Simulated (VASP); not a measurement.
Set up this calculation in VASP 6.6.1, as the native input.

```yaml
Task: relaxation of cell and atoms
Functional: PBEsol
Potentials_or_basis: VASP PAW PBE potentials, release 64 (Cd)
Cutoff: 600 eV
k_mesh: 15 × 15 × 7
Occupations: methfessel-paxton, width 0.1 eV
Spin: no spin polarisation
Further_INCAR_settings: ALGO = Normal; EDIFF = 1e-06; IBRION = 2; EDIFFG = -0.01; NSW = 90; ISIF = 3
```

The structure of Cd lies in POSCAR:

```
Cd
1.0
    2.9788700000      0.0000000000      0.0000000000
   -1.4894350000      2.5797770946      0.0000000000
    0.0000000000      0.0000000000      5.6176500000
Cd
2
Direct
    0.3333333333      0.6666666667      0.2500000000
    0.6666666667      0.3333333333      0.7500000000
```

These files were run (other wordings do the same):

INCAR

```
PREC = Accurate
ENCUT = 600
EDIFF = 1E-6
ISMEAR = 1
SIGMA = 0.1
LREAL = F
LASPH = T
NELM = 80
ALGO = Normal
ISIF = 3
LWAVE = F
LCHARG = F
GGA = PS
IBRION = 2
NSW = 90
EDIFFG = -0.01
KPAR = 2
```

KPOINTS

```
regular mesh
0
Gamma
  15 15 7
```

Potentials or basis: VASP PAW PBE potentials, release 64 (Cd).

Run with:

```sh
$ cat potpaw_PBE.64/Cd/POTCAR > POTCAR
$ mpirun -np 2 vasp_std > vasp.out
```

Results of the run:

* Relaxed volume: 21.19 Å³/atom
* Relaxed cell: a = 2.941 Å, b = 2.941 Å, c = 5.656 Å, α = 90.00°, β = 90.00°, γ = 120.00°
* Space group after relaxing (to 0.05 Å): P6_3/mmc (No. 194)
* Energy gained by relaxing: 3.4 meV/atom
* Ionic steps: 11
* Pressure after relaxing: 0.0 GPa
* Band gap on the k mesh: none (metal or under the smearing width)

Caveat: the PAW data sets were made with another functional, which shifts forces and pressure a little.

It took 70 s on 2 MPI ranks on Intel(R) Xeon(R) 6975P-C (Granite Rapids), with other jobs on the host, peak memory 0.22 GiB a rank.
